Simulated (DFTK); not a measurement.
TaN:

```
Ta N
1.0
     0.00000    2.21132    2.21132
     2.21132    0.00000    2.21132
     2.21132    2.21132    0.00000
Ta N
1 1
Direct
  0.50000 0.50000 0.50000
  0.00000 0.00000 0.00000
```

The cell comes from a database or a generator and needn't be the stable form of this composition.

Base run:

| Quantity | Value |
| --- | --- |
| Program | DFTK 0.8.2 |
| Functional | PBE |
| Potentials or basis | dojo.nc.sr.pbe.v0_4_1.standard.upf (PBE) |
| Cutoff | 1143 eV |
| k mesh | 10 × 10 × 10 |
| Occupations | fermi-dirac, width 0.05 eV |
| Spin | no spin polarisation |

Its results: band gap on the k mesh none (metal or under the smearing width); pressure -1.6 GPa.

**Question.** After a change of settings the same cell gave: band gap on the k mesh none (metal or under the smearing width); pressure -22.4 GPa. Which change was it?
A. functional from PBE to PBEsol; potentials or basis from dojo.nc.sr.pbe.v0_4_1.standard.upf (PBE) to dojo.nc.sr.pbesol.v0_4_1.standard.upf (PBEsol)
B. functional from PBE to LDA; potentials or basis from dojo.nc.sr.pbe.v0_4_1.standard.upf (PBE) to SG15 1.2 (PBE); cutoff from 1143 eV to 1225 eV; valence electrons from 18 to 32
C. functional from PBE to PBEsol; potentials or basis from dojo.nc.sr.pbe.v0_4_1.standard.upf (PBE) to SG15 1.2 (PBE); cutoff from 1143 eV to 1225 eV; valence electrons from 18 to 32
D. functional from PBE to r2SCAN; potentials or basis from dojo.nc.sr.pbe.v0_4_1.standard.upf (PBE) to SG15 1.2 (PBE); cutoff from 1143 eV to 1225 eV; valence electrons from 18 to 32

**Answer.** B.

Caveats: the potentials were made for another functional, which shifts forces and pressure (some runs).

Not every run made on this cell is shown here.
